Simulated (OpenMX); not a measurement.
## NbAs under changes of volume

One of the cells (17.395 Å³/atom); the others are scaled copies at fixed shape and fractional positions:

```xyz
4
Lattice="-1.7259 1.7259 5.8400 1.7259 -1.7259 5.8400 1.7259 1.7259 -5.8400" Properties=species:S:1:pos:R:3 pbc="T T T"
Nb    0.0000    1.7259    0.0000
Nb    0.0000    0.0000    8.7600
As    0.0000    1.7259    4.8589
As    0.0000    0.0000    1.9389
```

| Property | Result |
| --- | --- |
| Program | OpenMX 3.8.5 |
| Functional | LDA |
| Potentials or basis | OpenMX 2013 LDA set, Nb7.0-s3p2d2, As7.0-s3p2d2, fixed grid of 45 × 45 × 32 points |
| k mesh | 11 × 11 × 11 |
| Occupations | fermi-dirac, width 0.05 eV |
| Spin | no spin polarisation |

```csv
volume (Å³/atom),energy over the lowest point (meV/atom),largest force (eV/Å)
16.351,?,?
16.699,5.63,0.440
17.047,0.00,0.424
17.395,2.73,0.377
17.743,12.93,0.361
18.091,29.75,0.346
18.438,52.51,0.316
```

Q: What does the run at 16.351 Å³/atom give?

A: Energy over the lowest point 20.55 meV/atom; largest force 0.458 eV/Å.

Worked out: A Birch-Murnaghan fit of order 3 (a polynomial in V^(-2/3)) to the other rows has its minimum at 17.10 Å³/atom with B0 = V·E''(V) = 185 GPa and B' = 4.5 at fixed shape and positions, which overstates the stiffness. It gives 20.59 meV/atom at 16.351 Å³/atom, against the run's 20.55.

Energies are extrapolated to zero smearing.

Caveats: the basis has few d functions beyond the semicore shells, which can make volumes several per cent too large; the basis of atomic orbitals isn't converged, which shifts pressures, moduli and gaps.
